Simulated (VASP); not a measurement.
A run of VASP 6.6.1 is set up as follows.

INCAR

```
ALGO = Fast
EDIFF = 1E-6
ENCUT = 450
GGA = PS
ISIF = 2
ISMEAR = 0
KPAR = 4
LASPH = True
LCHARG = False
LREAL = False
LWAVE = False
NBANDS = 18
NELM = 120
PREC = Accurate
SIGMA = 0.02
```

KPOINTS

```
k-points
0
Gamma
  10 10 7
```

POSCAR

```
P                                       
1.0
    1.6588370446     -5.0988726779     -0.0000000000
    1.6588370446      5.0988726779      0.0000000000
    0.0000000000     -0.0000000000      4.1712965232
  P             
     4
Direct
     0.1060452640824326    0.8939547359175675    0.0726360135275234
     0.6060452640824325    0.3939547359175674    0.4273639864724766
     0.8939547359175675    0.1060452640824326    0.9273639864724765
     0.3939547359175674    0.6060452640824325    0.5726360135275235
```

Potentials or basis: VASP PAW PBE potentials, release 64 (P).

The run is started by

```console
$ cat potpaw_PBE.64/P/POTCAR > POTCAR
$ mpirun -np 4 vasp_std > vasp.out
```

**Question.** Estimate the band gap on the k mesh.

**Answer.** None (metal or under the smearing width).

**Question.** What does it give for the largest force?

**Answer.** 0.048 eV/Å.

**Question.** Estimate the pressure.

**Answer.** 0.7 GPa.

Forces on the atoms (eV/Å):
```
P    0.000 -0.013 -0.047
P    0.000 -0.013  0.047
P    0.000  0.013  0.047
P    0.000  0.013 -0.047
```

Caveat: the PAW data sets were made with another functional, which shifts forces and pressure a little.
